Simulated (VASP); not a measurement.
# LiF (Griceite) (Fm-3m) in VASP: notebook

Runs on LiF (Griceite). Level: PBEsol. Tasks: relaxation of cell and atoms.

Program: VASP 6.6.1. These are calculated values, not measurements. Logs are shortened: lines on timing, memory, paths and dates and some standing lists are left out, and cuts for length are marked.

### 1 Starting point

The structure is cubic, space group Fm-3m (No. 225). Conventional cell: a = 4.028 Å, b = 4.028 Å, c = 4.028 Å, α = 90.00°, β = 90.00°, γ = 90.00°. Around Li (site symmetry m-3m) lie 6 F at 2.01 Å. F (site symmetry m-3m) is surrounded by 6 Li at 2.01 Å.

### 2 Relaxation of cell and atoms, PBEsol

Input file INCAR:

```
PREC = Accurate
ENCUT = 600
EDIFF = 1E-6
ISMEAR = 0
SIGMA = 0.03
LREAL = F
LASPH = T
NELM = 80
ALGO = Normal
ISIF = 3
LWAVE = F
LCHARG = F
GGA = PS
IBRION = 2
NSW = 90
EDIFFG = -0.01
```

Input file KPOINTS:

```
Automatic mesh
0
Gamma
  12 12 12
```

Input file POSCAR:

```
LiF
1.0
    0.0000000000      2.0140000000      2.0140000000
    2.0140000000      0.0000000000      2.0140000000
    2.0140000000      2.0140000000      0.0000000000
Li F
1 1
Direct
    0.0000000000      0.0000000000      0.0000000000
    0.5000000000      0.5000000000      0.5000000000
```

Potentials or basis: VASP PAW PBE potentials, release 64 (Li_sv, F).

Run with:

```console
> cat potpaw_PBE.64/Li_sv/POTCAR potpaw_PBE.64/F/POTCAR > POTCAR
> mpirun -np 1 vasp_std > vasp.out
```

OUTCAR:

```text
PREC = Accurate
   ENCUT = 600
   EDIFF = 1E-6
   ISMEAR = 0
   LREAL = F
   LASPH = T
   NELM = 80
   ISIF = 3
   GGA = PS
   IBRION = 2
   NSW = 90
   EDIFFG = -0.01

 ion  position               nearest neighbor table
   1  0.000  0.000  0.000-   2 2.01   2 2.01   2 2.01   2 2.01   2 2.01   2 2.01
   2  0.500  0.500  0.500-   1 2.01   1 2.01   1 2.01   1 2.01   1 2.01   1 2.01

  LATTYP: Found a face centered cubic cell.
 ALAT       =     4.0280000000

  Lattice vectors:

 A1 = (   0.0000000000,   2.0140000000,   2.0140000000)
 A2 = (   2.0140000000,   0.0000000000,   2.0140000000)
 A3 = (   2.0140000000,   2.0140000000,   0.0000000000)

Analysis of symmetry for initial positions (statically):
=====================================================================
 Subroutine PRICEL returns:
 Original cell was already a primitive cell.

 Routine SETGRP: Setting up the symmetry group for a
 face centered cubic supercell.

 Subroutine GETGRP returns: Found 48 space group operations
 (whereof 48 operations were pure point group operations)
 out of a pool of 48 trial point group operations.

The static configuration has the point symmetry O_h .

Analysis of symmetry for dynamics (positions and initial velocities):
=====================================================================
 Subroutine PRICEL returns:
 Original cell was already a primitive cell.

 Routine SETGRP: Setting up the symmetry group for a
 face centered cubic supercell.

 Subroutine GETGRP returns: Found 48 space group operations
 (whereof 48 operations were pure point group operations)
 out of a pool of 48 trial point group operations.

The dynamic configuration has the point symmetry O_h .

 Subroutine INISYM returns: Found 48 space group operations
 (whereof 48 operations are pure point group operations),
 and found     1 'primitive' translations

----------------------------------------------------------------------------------------

                                     Primitive cell

  volume of cell :      16.3384

  direct lattice vectors                    reciprocal lattice vectors
     0.000000000  2.014000000  2.014000000    -0.248262165  0.248262165  0.248262165
     2.014000000  0.000000000  2.014000000     0.248262165 -0.248262165  0.248262165
     2.014000000  2.014000000  0.000000000     0.248262165  0.248262165 -0.248262165

  length of vectors
     2.848226115  2.848226115  2.848226115     0.430002683  0.430002683  0.430002683

  position of ions in fractional coordinates (direct lattice)
     0.000000000  0.000000000  0.000000000
     0.500000000  0.500000000  0.500000000

  ion indices of the primitive-cell ions
   primitive index   ion index
                 1           1
                 2           2

----------------------------------------------------------------------------------------

 KPOINTS: Automatic mesh

Automatic generation of k-mesh.
 Grid dimensions read from file:
 generate k-points for:   12   12   12

 Generating k-lattice:

  Cartesian coordinates                     Fractional coordinates (reciprocal lattice)
    -0.020688514  0.020688514  0.020688514     0.083333333  0.000000000  0.000000000
     0.020688514 -0.020688514  0.020688514     0.000000000  0.083333333  0.000000000
     0.020688514  0.020688514 -0.020688514     0.000000000  0.000000000  0.083333333

  Length of vectors
     0.035833557  0.035833557  0.035833557

  Shift w.r.t. Gamma in fractional coordinates (k-lattice)
     0.000000000  0.000000000  0.000000000

 Subroutine IBZKPT returns following result:
 ===========================================

 Found     72 irreducible k-points:

 Following reciprocal coordinates:
            Coordinates               Weight
  0.000000  0.000000  0.000000      1.000000
  0.083333  0.000000  0.000000      8.000000
  0.166667  0.000000  0.000000      8.000000
  0.250000  0.000000  0.000000      8.000000
  0.333333  0.000000  0.000000      8.000000
  0.416667  0.000000  0.000000      8.000000
[... 16 lines left out ...]
  0.500000  0.166667  0.000000     24.000000
 -0.416667  0.166667  0.000000     24.000000
 [... further k-points ...]
   k-points           NKPTS =     72   k-points in BZ     NKDIM =     72   number of bands    NBANDS=      9
   number of dos      NEDOS =    301   number of ions     NIONS =      2
   total plane-waves  NPLWV =  13824
   dimension x,y,z NGX =    24 NGY =   24 NGZ =   24
   dimension x,y,z NGXF=    48 NGYF=   48 NGZF=   48
   ions per type =               1   1
   NGX,Y,Z   is equivalent  to a cutoff of  14.01, 14.01, 14.01 a.u.
   NGXF,Y,Z  is equivalent  to a cutoff of  28.02, 28.02, 28.02 a.u.
 SYSTEM =  unknown system
   PREC   = accura    normal or accurate (medium, high low for compatibility)
   ISTART =      0    job   : 0-new  1-cont  2-samecut
   ICHARG =      2    charge: 1-file 2-atom 10-const
   ISPIN  =      1    spin polarized calculation?
   LNONCOLLINEAR =      F non collinear calculations
   LSORBIT =      F    spin-orbit coupling
   LASPH  =      T    aspherical Exc in radial PAW
   ENCUT  =  600.0 eV  44.10 Ry    6.64 a.u.   5.69  5.69  5.69*2*pi/ulx,y,z
   NELM   =     80;   NELMIN=  2; NELMDL= -5     # of ELM steps
   EDIFF  = 0.1E-05   stopping-criterion for ELM
   LREAL  =      F    real-space projection
   EDIFFG = -.1E-01   stopping-criterion for IOM
   NSW    =     90    number of steps for IOM
   IBRION =      2    ionic relax: 0-MD 1-quasi-New 2-CG
   NFREE  =      1    steps in history (QN), initial steepest desc. (CG)
   ISIF   =      3    stress and relaxation
   ISYM   =      2    0-nonsym 1-usesym 2-fastsym
   POTIM  = 0.5000    time-step for ionic-motion
   TEBEG  =    0.0;   TEEND  =   0.0 temperature during run
   PSTRESS=    0.0 pullay stress
   NELECT =      10.0000    total number of electrons
   NUPDOWN=      -1.0000    fix difference up-down
   EMIN   =  10.00;   EMAX   =-10.00  energy-range for DOS
   EFERMI =   0.00;   METHOD = LEGACY
   ISMEAR =     0;   SIGMA  =   0.03  broadening in eV -4-tet -1-fermi 0-gaus
   EFERMI_NEDOS =   21; number of points for ismear=-14 and -15
   IALGO  =     38    algorithm
   IMIX   =      4    mixing-type and parameters
     AMIX     =   0.40;   BMIX     =  1.00
     AMIX_MAG =   1.60;   BMIX_MAG =  1.00
  volume/ion in A,a.u.               =       8.17        55.13
  Fermi-wavevector in a.u.,A,eV,Ry     =   1.389970  2.626662 26.286674  1.932016
  Thomas-Fermi vector in A             =   2.513950
   LORBIT       =      0    0 simple, 1 ext, 2 COOP (PROOUT), +10 PAW based schemes
   GGA     = PS    functional components
   LHFCALC =     F    Hartree Fock is set to
   AEXX    =    0.0000 exact exchange contribution
   IVDW    =     0    specifies the selected vdW correction
   LEPSILON=     F    determine dielectric tensor
   LRPA    =     F    only Hartree local field effects (RPA)
 conjugate gradient relaxation of ions
 non-spin polarized calculation
 Gauss-broadening in eV      SIGMA  =   0.03
  energy-cutoff  :      600.00
  volume of cell :       16.34
 maximum number of plane-waves:       560
   NGX = 11   NGY = 11   NGZ = 11

--------------------------------------- Ionic step        1  -------------------------------------------

 number of electron      10.0000000 magnetization

 number of electron       9.9999992 magnetization

 Free energy of the ion-electron system (eV)
  ---------------------------------------------------
  ext. energy  EPLUGINS =         0.00000000
  ---------------------------------------------------
  free energy    TOTEN  =        -9.85493402 eV

  energy without entropy =       -9.85493402  energy(sigma->0) =       -9.85493402

------------------------ aborting loop because EDIFF is reached ----------------------------------------

  FORCE on cell =-STRESS in cart. coord.  units (eV):
  Direction    XX          YY          ZZ          XY          YZ          ZX
  --------------------------------------------------------------------------------------
  -------------------------------------------------------------------------------------
  Total       -0.1576014     -0.1576014     -0.1576014      0.0000000     -0.0000000      0.0000000
  in kB      -15.4547642    -15.4547642    -15.4547642      0.0000000     -0.0000000      0.0000000
  external PRESSURE =     -15.4547642 kB  Pullay stress =       0.0000000 kB
[... 93 lines left out ...]
  energy  without entropy=       -9.8567636361  energy(sigma->0) =       -9.85676364

--------------------------------------- Ionic step        4  -------------------------------------------

 number of electron       9.9999996 magnetization

 Free energy of the ion-electron system (eV)
  ---------------------------------------------------
  ext. energy  EPLUGINS =         0.00000000
  ---------------------------------------------------
  free energy    TOTEN  =        -9.85678447 eV

  energy without entropy =       -9.85678447  energy(sigma->0) =       -9.85678447

 E-fermi :  -0.6758     XC(G=0): -10.3190

 val. band max:       -0.9699905592   @ k =   0.0000   0.0000   0.0000
 cond. band min:       8.1542931536   @ k =   0.0000   0.0000   0.0000
 fundamental gap:      9.1242837128
 Fermi energy:        -0.6758189425

 k-point     1 :       0.0000    0.0000    0.0000
  band No.  band energies     occupation
      1     -41.1244      2.00000
      2     -20.8985      2.00000
      3      -0.9700      2.00000
      4      -0.9700      2.00000
      5      -0.9700      2.00000
      6       8.1543      0.00000
      7      23.1562      0.00000
      8      23.1562      0.00000
      9      23.1562      0.00000
[... 265 lines left out ...]
 k-point    24 :      -0.4167    0.1667    0.0000
  band No.  band energies     occupation
      1     -41.0482      2.00000
      2     -20.3637      2.00000
      3      -3.4570      2.00000
      4      -1.9457      2.00000
      5      -1.3390      2.00000
      6      10.8328      0.00000
      7      15.0577      0.00000
      8      18.2132      0.00000
      9      18.2290      0.00000

 [... further k-points ...]

------------------------ aborting loop because EDIFF is reached ----------------------------------------

  FORCE on cell =-STRESS in cart. coord.  units (eV):
  Direction    XX          YY          ZZ          XY          YZ          ZX
  --------------------------------------------------------------------------------------
  -------------------------------------------------------------------------------------
  Total        0.0025197      0.0025197      0.0025197     -0.0000000      0.0000000     -0.0000000
  in kB        0.2528928      0.2528928      0.2528928     -0.0000000      0.0000000     -0.0000000
  external PRESSURE =       0.2528928 kB  Pullay stress =       0.0000000 kB
[... 17 lines left out ...]
  FREE ENERGIE OF THE ION-ELECTRON SYSTEM (eV)
  ---------------------------------------------------
  free  energy   TOTEN  =        -9.8567844745 eV

  energy  without entropy=       -9.8567844745  energy(sigma->0) =       -9.85678447

 reached required accuracy - stopping structural energy minimisation
```

Wall time 15 s (1 thread of Intel Xeon Platinum 8488C (Sapphire Rapids), shared host); peak memory 0.14 GiB.

Results:

```
Free energy                            : -9.8568 eV
Relaxed volume                         : 7.98 Å³/atom
Relaxed cell                           : a = 2.826 Å, b = 2.826 Å, c = 2.826 Å, α = 60.00°, β = 60.00°, γ = 60.00°
Space group after relaxing (to 0.05 Å) : Fm-3m (No. 225)
Energy gained by relaxing              : 0.9 meV/atom
Ionic steps                            : 4
Pressure after relaxing                : 0.0 GPa
Band gap on the k mesh                 : 9.12 eV, direct
```

The path:
```csv
step,energy change (eV),largest force (eV/Å),pressure (GPa),volume (Å³)
1,0.0000,0.0000,-1.55,16.34
2,-0.0014,0.0000,-0.80,16.15
3,-0.0018,0.0000,-0.20,16.01
4,-0.0019,0.0000,0.03,15.96
```

Final structure:
```
Li F
1.0
     0.00000    1.99848    1.99848
     1.99848    0.00000    1.99848
     1.99848    1.99848    0.00000
Li F
1 1
Direct
  0.00000 0.00000 0.00000
  0.50000 0.50000 0.50000
```

Levels at points of the mesh, in eV from the valence-band top:
```tsv
k point	band 1	band 2	band 3	band 4	band 5	band 6	band 7	band 8	band 9
(0.00, 0.00, 0.00)	-40.15	-19.93	0.00	0.00	0.00	9.12	24.13	24.13	24.13
(0.50, 0.00, 0.00)	-40.08	-19.47	-2.63	-0.24	-0.24	10.69	16.83	18.92	18.92
(0.50, 0.50, 0.00)	-40.07	-19.18	-3.16	-1.05	-1.05	14.85	16.30	17.61	20.35
```

Caveat: the cutoff is under 1.25 times the usual one of these potentials, so pressure, stress and relaxed cells hold a basis-set (Pulay) error; the PAW data sets were made with another functional, which shifts forces and pressure a little.

### 3 Relaxation of cell and atoms, PBEsol

This run uses another cell than the first one, of 7.98 Å³/atom, 0.977 times its volume.

INCAR, as its differences from that of step 2:

```diff
@@ -2,3 +2,3 @@
 ENCUT = 600
-EDIFF = 1E-6
+EDIFF = 1E-7
 ISMEAR = 0
@@ -15,2 +15,2 @@
 NSW = 90
-EDIFFG = -0.01
+EDIFFG = -0.005
```

KPOINTS is that of step 2.

Input file POSCAR:

```
LiF                                     
1.0
    0.0000000000      1.9984797588      1.9984797588
    1.9984797588     -0.0000000000      1.9984797588
    1.9984797588      1.9984797588      0.0000000000
  Li              F             
     1     1
Direct
     0.0000000000000000    1.0000000000000000    0.0000000000000000
     0.5000000000000000    0.5000000000000000    0.5000000000000000
```

Potentials or basis: VASP PAW PBE potentials, release 64 (Li_sv, F).

Run with:

```console
> cat potpaw_PBE.64/Li_sv/POTCAR potpaw_PBE.64/F/POTCAR > POTCAR
> mpirun -np 1 vasp_std > vasp.out
```

Wall time 7.3 s (1 thread of Intel Xeon Platinum 8488C (Sapphire Rapids), shared host); peak memory 0.13 GiB.

Results (log left out):

| Property | Result |
| --- | --- |
| Free energy | -9.8549 eV |
| Pressure after relaxing | 0.1 GPa |
| Band gap on the k mesh | 9.12 eV, direct |

Final structure:
```cif
data_structure
_symmetry_space_group_name_H-M 'P 1'
_symmetry_Int_Tables_number 1
_cell_length_a 2.8263
_cell_length_b 2.8263
_cell_length_c 2.8263
_cell_angle_alpha 60.000
_cell_angle_beta 60.000
_cell_angle_gamma 60.000
_cell_volume 15.96
loop_
_atom_site_label
_atom_site_type_symbol
_atom_site_fract_x
_atom_site_fract_y
_atom_site_fract_z
_atom_site_occupancy
Li1 Li 0.00000 0.00000 0.00000 1
F1 F 0.50000 0.50000 0.50000 1
```

Levels at points of the mesh, in eV from the valence-band top:
```tsv
k point	band 2	band 3	band 4	band 5	band 6	band 7	band 8	band 9
(0.00, 0.00, 0.00)	-19.93	0.00	0.00	0.00	9.12	24.13	24.13	24.15
(0.50, 0.00, 0.00)	-19.47	-2.63	-0.24	-0.24	10.69	16.83	18.92	18.92
(0.50, 0.50, 0.00)	-19.18	-3.16	-1.05	-1.05	14.85	16.30	17.61	20.35
```

Caveat: the cutoff is under 1.25 times the usual one of these potentials, so pressure, stress and relaxed cells hold a basis-set (Pulay) error; the relaxation stopped at its first step, so nothing moved; the PAW data sets were made with another functional, which shifts forces and pressure a little.
